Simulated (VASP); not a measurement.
The system is SnSe2.

```
Sn Se
1.0
     3.81100    0.00000    0.00000
    -1.90550    3.30042    0.00000
     0.00000    0.00000    6.13600
Sn Se
1 2
Direct
  0.00000 0.00000 0.00000
  0.66667 0.33333 0.75100
  0.33333 0.66667 0.24900
```

| Quantity | Value |
| --- | --- |
| Program | VASP 6.6.1 |
| Task | relaxation of cell and atoms |
| Functional | optB88-vdW |
| Potentials or basis | VASP PAW PBE potentials, release 64 (Sn_d, Se) |
| Cutoff | 600 eV |
| k mesh | 8 × 8 × 5 |
| Occupations | fermi-dirac, width 0.05 eV |
| Spin | no spin polarisation |

At the start: pressure 5.6 GPa; volume 25.73 Å³/atom.

Q: How do energy, volume and symmetry change on relaxing?

A: Over 14 steps the energy falls by 40.6 meV/atom and the volume is 26.88 Å³/atom (+4.5 %); space group P-3m1 (No. 164, to 0.05 Å).

The path:
```tsv
step	energy change (eV)	largest force (eV/Å)	pressure (GPa)	volume (Å³)
1	0.0000	0.9919	5.62	77.18
2	-0.0449	0.4828	-3.56	87.70
3	-0.1163	0.0892	-0.20	82.76
4	-0.1163	0.1054	-0.09	82.64
5	-0.1172	0.0823	-0.04	82.40
6	-0.1180	0.0534	-0.03	82.10
7	-0.1177	0.0044	0.13	81.50
8	-0.1181	0.0300	0.07	81.85
9	-0.1190	0.0091	-0.07	81.80
10	-0.1201	0.0526	-0.42	81.65
11	-0.1205	0.0446	-0.35	81.50
12	-0.1214	0.0216	-0.18	81.06
13	-0.1214	0.0245	0.17	80.18
14	-0.1217	0.0009	-0.04	80.64
```

Final structure:
```cif
data_structure
_symmetry_space_group_name_H-M 'P 1'
_symmetry_Int_Tables_number 1
_cell_length_a 3.8941
_cell_length_b 3.8941
_cell_length_c 6.1403
_cell_angle_alpha 90.000
_cell_angle_beta 90.000
_cell_angle_gamma 120.000
_cell_volume 80.64
loop_
_atom_site_label
_atom_site_type_symbol
_atom_site_fract_x
_atom_site_fract_y
_atom_site_fract_z
_atom_site_occupancy
Sn1 Sn 0.00000 0.00000 0.00000 1
Se1 Se 0.66667 0.33333 0.73903 1
Se2 Se 0.33333 0.66667 0.26097 1
```

Caveat: the PAW data sets were made with another functional, which shifts forces and pressure a little.
